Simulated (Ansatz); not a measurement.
Method: DFT PBE, scalar-relativistic, plane waves, PAW in Ansatz 0.2.0. All cells share a 420 eV cutoff and Γ-centred k meshes spaced at most about 0.3 Å⁻¹ (about 0.25 or finer for metals, 2π included). No spin polarisation.

Each guess is relaxed in cell and atoms at zero pressure, on a coarse mesh first where it starts far from rest and then on a converged one. The steps can't lower the symmetry of the start, but it can rise. Energies are static (0 K, no zero-point motion).

Two unrelaxed guesses for RbH₂:

Guess 1.

```yaml
crystal:
  lattice:
    - [0.00000, 2.45599, 7.12846]
    - [1.70008, 0.00000, 7.12846]
    - [1.70008, 2.45599, 0.00000]
  atoms:
    - { symbol: Rb, position: [0.00000, 0.00000, 0.00000] }
    - { symbol: H, position: [0.33954, 0.33954, 0.66046] }
    - { symbol: H, position: [0.66046, 0.66046, 0.33954] }
```

Guess 2.

```yaml
crystal:
  lattice:
    - [4.32852, 0.00000, 0.00000]
    - [0.00000, 6.12145, 0.00000]
    - [0.00000, 0.00000, 8.65704]
  atoms:
    - { symbol: Rb, position: [0.00000, 0.00000, 0.62500] }
    - { symbol: Rb, position: [0.50000, 0.50000, 0.37500] }
    - { symbol: H, position: [0.00000, 0.50000, 0.62500] }
    - { symbol: H, position: [0.50000, 0.00000, 0.37500] }
    - { symbol: H, position: [0.00000, 0.50000, 0.12500] }
    - { symbol: H, position: [0.50000, 0.00000, 0.87500] }
```

Question: Which guess leads to the lower structure, and by how much?

Answer: Guess 2 ends lower, by 73 meV/atom. Guess 1: Fmmm at 19.8 Å³/atom → Fmmm at 38.3 Å³/atom; Guess 2: Pmmn at 38.2 Å³/atom → P4/nmm at 43.8 Å³/atom. Counting H atoms around Rb (those within 1.25 times the shortest such distance or 1.15 times the sum of covalent radii; a plus sign parts nearer from farther groups; the shortest distance is added where it is long for a bond), the end of guess 1 has Rb 10 and the end of guess 2 has Rb 4+4 from 4.3 Å. The end of guess 1 and the end of guess 2 both hold H–H pairs as short as in free H₂ molecules. End of guess 1. Conventional cell: a = 6.965 Å, b = 7.439 Å, c = 8.877 Å. Rb has 4 H at 3.50 Å, 4 H at 3.74 Å and 2 H at 4.06 Å; H is surrounded by 1 H at 0.76 Å, 2 Rb at 3.50 Å, 2 Rb at 3.74 Å and 1 Rb at 4.06 Å. End of guess 2. Conventional cell: a = 4.714 Å, c = 11.815 Å. Rb is surrounded by 4 H at 4.29 Å, 4 Rb at 4.71 Å, 4 H at 4.95 Å and 4 Rb at 5.12 Å; H has 1 H at 0.77 Å, 4 H at 3.33 Å, 4 H at 3.42 Å, 2 Rb at 4.29 Å, 4 H at 4.71 Å, 4 H at 4.78 Å and 2 Rb at 4.95 Å.

Ends held by symmetry can be saddle points. Even the lowest of the cells shown lies +0.03 eV/atom against the elements. No dispersion correction is applied, so the spacing and binding between layers, chains or molecules are poorly described (P4/nmm), and this can change margins and order among such cells. With hydrogen, zero-point motion can shift such differences by 10 meV/atom or more. Some candidate types were left out of the draw beforehand, so a known form may be missing.
